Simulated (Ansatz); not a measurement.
# Ag: a tetragonal deformation path

An exercise on one series of results from a longer session: the logs are not shown, and one member is left open.

Method: DFT PBE, scalar-relativistic, plane waves, PAW, in Ansatz 0.2.0.

**Starting point**

It takes space group Fm-3m (No. 225, cubic). Conventional cell: a = 4.086 Å, b = 4.086 Å, c = 4.086 Å, α = 90.00°, β = 90.00°, γ = 90.00°. Around Ag (site symmetry m-3m) lie 12 Ag at 2.89 Å.

Structure file:

```
CELL_PARAMETERS angstrom
0.00000 2.04310 2.04310
2.04310 0.00000 2.04310
2.04310 2.04310 0.00000
ATOMIC_POSITIONS crystal
Ag 0.00000 0.00000 0.00000
```

The cell is taken as given, not relaxed at this level.

**Zero of energy**

Reference values: F = -7590.5460 eV; pressure 4.66 GPa; largest force 0.000 eV/Å; gap on the mesh none (metal). It was computed beforehand with the settings of the runs below.

The first run:

At fixed volume and fractional coordinates, lengths along (0.000, 0.000, 1.000) are scaled against those across it; ρ is that ratio over its starting value.

Contents of input.yaml:

```yaml
crystal:
  lattice:
    - [0.0, 2.2934176608, 1.6214462862]
    - [2.2934176608, 0.0, 1.6214462862]
    - [2.2934176608, 2.2934176608, 0.0]
  atoms:
    - { symbol: Ag, position: [0.0, 0.0, 0.0] }
basis:
  ecutwfc: 420
kpoints:
  mp_grid: { grid: [22, 22, 22] }
hamiltonian:
  xc: pbe
scf:
  occupations: { method: gaussian, width: 0.15 }
output:
  forces: true
  stress: true
  eigenvalues: true
```

The run is started by

```
> ansatz run input.yaml --threads 1 --pin off --max-ram 2560MiB --backend cpu --events-out ev --progress --plain --runs-dir out
```

Steps of the session up to this table: At ρ = 0.707; ρ = 1.414; At ρ = 0.850; At ρ = 1.200; Point ρ = 0.780; Point ρ = 1.300; Point ρ = 0.920; Point ρ = 1.100; Point ρ = 0.650; Point ρ = 1.500; At ρ = 0.960; ρ = 1.050.

One of the session's tables, all rows but one given; the rest of the session is left out.

| ρ | ΔE (meV/atom) | pressure (GPa) |
| --- | --- | --- |
| 0.650 | 37.1 | 5.5 |
| 0.707 | 39.4 | 5.5 |
| 0.780 | 33.6 | 5.4 |
| 0.850 | 21.4 | 5.2 |
| 0.920 | 8.2 | 4.9 |
| 0.960 | 2.3 | 4.7 |
| 1.000 | 0.0 | 4.7 |
| 1.050 | 3.9 | 4.7 |
| 1.100 | 16.5 | 5.1 |
| 1.200 | 67.8 | 6.5 |
| 1.300 | ? | ? |
| 1.414 | 316.5 | 14.3 |
| 1.500 | 475.2 | 19.3 |

Estimate the missing values for ρ = 1.300.

Worked estimate for «ΔE (meV/atom)». A straight line through the neighbours (1.200, 67.8) and (1.414, 316.5) gives 67.8 + (316.5 − 67.8) × (1.300 − 1.200) / (1.414 − 1.200) = 184.0; a parabola fitted to 4 rows on both sides gives 159.4.

The run gave: ΔE (meV/atom): 158.7; pressure (GPa): 9.4. In «ΔE (meV/atom)» the line misses by +25.3 and the parabola by +0.7.
